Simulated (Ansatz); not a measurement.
Wanted: the native input for an Ansatz 0.2.0 run.

```
Task                : single point
Functional          : PBEsol
Potentials or basis : all-electron LAPW, scalar-relativistic
Cutoff              : 229 eV (chosen from the basis error)
Basis error allowed : 0.001 eV/atom
k mesh              : 8 × 8 × 8
Occupations         : fermi-dirac, width 0.05 eV
Spin                : no spin polarisation
```

Si:

```
Si
1.0
     0.00000    2.72185    2.72185
     2.72185    0.00000    2.72185
     2.72185    2.72185    0.00000
Si
2
Direct
  0.50931 0.48936 0.50317
  0.74387 0.75191 0.74386
```

The cell isn't the ideal one: atoms moved at random, drawn with an rms of 0.05 Å.

One way to write it, as run:

input.yaml

```yaml
crystal:
  lattice:
    - [0.0, 2.7218511865, 2.7218511865]
    - [2.7218511865, 0.0, 2.7218511865]
    - [2.7218511865, 2.7218511865, 0.0]
  atoms:
    - { symbol: Si, position: [0.509307, 0.489359, 0.503172] }
    - { symbol: Si, position: [0.743873, 0.75191, 0.743863] }
kpoints:
  mp_grid: { grid: [8, 8, 8] }
scf:
  occupations: { method: fermi_dirac, width: 0.05 }
hamiltonian:
  xc: pbesol
  pseudopotentials: { kind: all_electron, lapw: { basis_error: 0.001 } }
output:
  forces: true
  stress: true
  eigenvalues: true
  populations: true
```

Potentials or basis: all-electron LAPW, scalar-relativistic.

Run with:

```console
$ ansatz run input.yaml --threads 1 --pin off --max-ram 3072MiB --backend cpu --events-out ev --progress --plain --runs-dir out
```

Results of the run:

```
Pressure               : -0.4 GPa
Largest force          : 0.884 eV/Å
Band gap on the k mesh : 0.12 eV, indirect (least direct gap 1.99 eV)
```

Wall time 60 s on 1 thread of Intel(R) Xeon(R) Processor @ 2.50GHz (Skylake/Cascade Lake), with other jobs on the host, peak memory 0.45 GiB.
